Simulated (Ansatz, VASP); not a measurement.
**CdTe in VASP and in Ansatz**

File INCAR:

```
SYSTEM = CdTe
PREC = Accurate
ENCUT = 520
EDIFF = 1E-6
ISMEAR = -1
SIGMA = 0.08
LREAL = .FALSE.
LASPH = .TRUE.
NELM = 80
ALGO = Normal
ISIF = 2
LWAVE = .FALSE.
LCHARG = .FALSE.
GGA = PE
NBANDS = 16
```

Contents of KPOINTS:

```
Automatic mesh
0
G
  11 11 11
  0 0 0
```

Contents of POSCAR:

```
CdTe
1.0
    0.0000000000      2.8506970984      2.8506970984
    2.8506970984      0.0000000000      2.8506970984
    2.8506970984      2.8506970984      0.0000000000
Cd Te
1 1
Direct
    0.0000000000      0.0000000000      0.0000000000
    0.2500000000      0.2500000000      0.2500000000
```

Input for Ansatz:

```yaml
crystal:
  lattice:
    - [0.0, 2.8506970984, 2.8506970984]
    - [2.8506970984, 0.0, 2.8506970984]
    - [2.8506970984, 2.8506970984, 0.0]
  atoms:
    - { symbol: Cd, position: [0.0, 0.0, 0.0] }
    - { symbol: Te, position: [0.25, 0.25, 0.25] }
kpoints:
  mp_grid: { grid: [11, 11, 11] }
scf:
  occupations: { method: fermi_dirac, width: 0.08 }
hamiltonian:
  xc: pbe
  pseudopotentials: { kind: all_electron, lapw: { basis_error: 0.001 } }
output:
  forces: true
  stress: true
  eigenvalues: true
  populations: true
```

Change from the starting cell: volume scaled by 0.64, LAPW.

Alike in both runs: task single point; functional PBE; k mesh 11 × 11 × 11; occupations fermi-dirac, width 0.08 eV; no spin polarisation.

|  | VASP | Ansatz |
| --- | --- | --- |
| version | VASP 6.6.1 | Ansatz 0.2.0 |
| potentials or method | VASP PAW PBE potentials, release 64 (Cd, Te) | all-electron LAPW, scalar-relativistic |
| plane-wave cutoff (eV) | 520 | see its input |

|  | VASP | Ansatz | Ansatz less VASP |
| --- | --- | --- | --- |
| pressure (GPa) | 46.2 | 45.7 | -0.52 |

Ansatz ran all-electron here, so the differences hold the error of VASP's frozen core and of both bases.

Caveats: so large a pressure means that the cell lies far from this level's equilibrium, or that cutoff or potentials fall short (VASP); spin-orbit coupling is left out, which moves the levels of the heavy elements; an odd mesh through Γ misses points on the zone boundary, where band edges often lie.
